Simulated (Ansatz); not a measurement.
Input, command and steps of an Ansatz relaxation.

```yaml
crystal:
  lattice:
    - [3.6709511475, 0.0, 0.0]
    - [-1.8354755738, 3.1791369498, 0.0]
    - [0.0, 0.0, 6.0926928134]
  atoms:
    - { symbol: Zr, position: [0.0, 0.0, 0.0] }
    - { symbol: S, position: [0.6666666667, 0.3333333333, 0.7596808495] }
    - { symbol: S, position: [0.3333333333, 0.6666666667, 0.2403191505] }
basis:
  ecutwfc: 420
kpoints:
  mp_grid: { grid: [12, 12, 6] }
hamiltonian:
  xc: pbesol
scf:
  occupations: { method: gaussian, width: 0.02 }
output:
  forces: true
  stress: true
  eigenvalues: true
  write_density: true
  write_potential: true
  elf: true
  volumetric_format: npy
relax:
  adjacent_minimum: "off"
  f_tol: 0.01
  max_steps: 30
  cell: { stress_tol: 0.1, fix: [volume] }
```

```bash
ansatz run input.yaml --threads 1 --pin off --max-ram 2560MiB --backend cpu --events-out ev --progress --plain --runs-dir out
```

Theory: DFT PBEsol, scalar-relativistic, plane waves, PAW (Ansatz 0.2.0).

The volume is held at 1.06 times that of the relaxed cell.

Of 5 frames 4 are shown, positions in Å and forces in eV/Å; the SCF threshold varies from step to step. Steps run on the plane waves of an earlier cell, with a Pulay correction in the pressure. The basis is chosen afresh for the last frame, the zero of the energies, and at times for earlier ones too; energy and pressure step there, also at an unchanged geometry.

```xyz
3
Lattice="3.6710 0.0000 0.0000 -1.8355 3.1791 0.0000 0.0000 0.0000 6.0927" Properties=species:S:1:pos:R:3:forces:R:3 pbc="T T T" step=1 free_energy_over_end_meV_per_atom=5.10 pressure_GPa=-2.91
Zr    0.0000    0.0000    0.0000    0.0000    0.0000    0.0000
S     1.8355    1.0597    4.6285    0.0000    0.0000    0.3321
S     0.0000    2.1194    1.4642    0.0000    0.0000   -0.3321
3
Lattice="3.6481 0.0000 0.0000 -1.8241 3.1594 0.0000 0.0000 0.0000 6.1691" Properties=species:S:1:pos:R:3:forces:R:3 pbc="T T T" step=2 free_energy_over_end_meV_per_atom=4.56 pressure_GPa=1.16
Zr    0.0000    0.0000    0.0000    0.0000    0.0000    0.0000
S     1.8241    1.0531    4.7590    0.0000    0.0000   -0.3892
S     0.0000    2.1063    1.4101    0.0000    0.0000    0.3892
3
Lattice="3.6441 0.0000 0.0000 -1.8220 3.1559 0.0000 0.0000 0.0000 6.1829" Properties=species:S:1:pos:R:3:forces:R:3 pbc="T T T" step=3 free_energy_over_end_meV_per_atom=0.03 pressure_GPa=-0.68
Zr    0.0000    0.0000    0.0000    0.0000    0.0000    0.0000
S     1.8220    1.0520    4.7355    0.0000    0.0000    0.0105
S     0.0000    2.1039    1.4474    0.0000    0.0000   -0.0105
3
Lattice="3.6407 0.0000 0.0000 -1.8203 3.1529 0.0000 0.0000 0.0000 6.1944" Properties=species:S:1:pos:R:3:forces:R:3 pbc="T T T" step=5 free_energy_over_end_meV_per_atom=0.00 pressure_GPa=-0.55
Zr    0.0000    0.0000    0.0000    0.0000    0.0000    0.0000
S     1.8203    1.0510    4.7462    0.0000    0.0000    0.0018
S     0.0000    2.1019    1.4483    0.0000    0.0000   -0.0018
```

Time: 69 s on 1 thread of Arm Neoverse N1 (shared host), peak memory 0.41 GiB.

The cell holds layers, and where no dispersion correction was added their binding is poorly described.